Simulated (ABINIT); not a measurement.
The system is MgS (Niningerite).

```
S Mg
1.0
     0.00000    2.60165    2.60165
     2.60165    0.00000    2.60165
     2.60165    2.60165    0.00000
S Mg
1 1
Direct
  0.50000 0.50000 0.50000
  0.00000 0.00000 0.00000
```

```yaml
Program: ABINIT 10.8.3 (patched build)
Task: relaxation of cell and atoms
Functional: LDA
Potentials_or_basis: PseudoDojo NC SR LDA v0.4.1 standard
Cutoff: 1143 eV
k_mesh: 7 × 7 × 7
Occupations: fermi-dirac, width 0.05 eV
Spin: no spin polarisation
```

At the start: pressure -3.2 GPa; volume 17.61 Å³/atom.

Q: How do energy, volume and symmetry change on relaxing?

A: Over 4 steps the energy falls by 7.3 meV/atom and the volume is 16.89 Å³/atom (-4.1 %); space group Fm-3m (No. 225, to 0.05 Å).

Step by step:
```tsv
step	energy change (eV)	largest force (eV/Å)	pressure (GPa)	volume (Å³)
1	0.0000	0.0000	-3.17	35.22
2	-0.0060	0.0000	-2.48	34.88
3	-0.0146	0.0000	0.14	33.73
4	-0.0147	0.0000	-0.01	33.79
```

Final structure:
```yaml
crystal:
  lattice:
    - [0.00000, 2.56596, 2.56596]
    - [2.56596, 0.00000, 2.56596]
    - [2.56596, 2.56596, 0.00000]
  atoms:
    - { symbol: S, position: [0.50000, 0.50000, 0.50000] }
    - { symbol: Mg, position: [0.00000, 0.00000, 0.00000] }
```
